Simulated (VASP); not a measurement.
Write the native input for VASP 6.6.1 that does the following.

| Property | Result |
| --- | --- |
| Task | relaxation of cell and atoms |
| Functional | PBE |
| Potentials or basis | VASP PAW PBE potentials, release 64 (Mo_sv) |
| Cutoff | 600 eV |
| k mesh | 6 × 6 × 6 |
| Occupations | gaussian, width 0.1 eV |
| Spin | no spin polarisation |
| Dipole correction | no |
| Further INCAR settings | ALGO = Normal; EDIFF = 1e-06; IBRION = 2; EDIFFG = -0.04; NSW = 90; ISIF = 3 |

The structure of Mo lies in POSCAR:

```
Mo
1.0
    1.6450638003      0.9497780279      3.9392101751
   -1.6450638003      0.9497780279      3.9392101751
    0.0000000000     -1.8995560559      3.9392101751
Mo
2
Direct
    0.0577000000      0.0577000000      0.0577000000
    0.9423000000      0.9423000000      0.9423000000
```

The cell was built by a generator and needn't be a form met in nature.

The input as run:

INCAR

```
SYSTEM = Mo
ALGO = Normal ; EDIFF = 1E-6
EDIFFG = -0.04 ; ENCUT = 600
GGA = PE ; IBRION = 2
ISIF = 3 ; ISMEAR = 0
LASPH = .True. ; LCHARG = .False.
LREAL = .False. ; LWAVE = .False.
NELM = 100 ; NSW = 90
PREC = Accurate ; SIGMA = 0.1
```

KPOINTS

```
k-points
0
Gamma
  6 6 6
  0 0 0
```

Potentials or basis: VASP PAW PBE potentials, release 64 (Mo_sv).

Launch:

```console
$ cat potpaw_PBE.64/Mo_sv/POTCAR > POTCAR
$ mpirun -np 1 vasp_std > vasp.out
```

It gave:

```yaml
Relaxed_volume: 16.20 Å³/atom
Relaxed_cell: a = 4.492 Å, b = 4.492 Å, c = 4.492 Å, α = 39.09°, β = 39.09°, γ = 39.09°
Space_group_after_relaxing_to_0.05_Å: R-3m (No. 166)
Energy_gained_by_relaxing: 17941.8 meV/atom
Ionic_steps: 43
Pressure_after_relaxing: -0.2 GPa
Largest_force_after_relaxing: 0.034 eV/Å
Band_gap_on_the_k_mesh: none (metal or under the smearing width)
```

Caveat: the k mesh is coarse (spacing up to 0.38 Å⁻¹), so the values aren't converged.

Wall time 17 min on 1 thread of Intel(R) Xeon(R) Platinum 8259CL CPU @ 2.50GHz (Skylake/Cascade Lake) (shared host), peak memory 0.22 GiB.
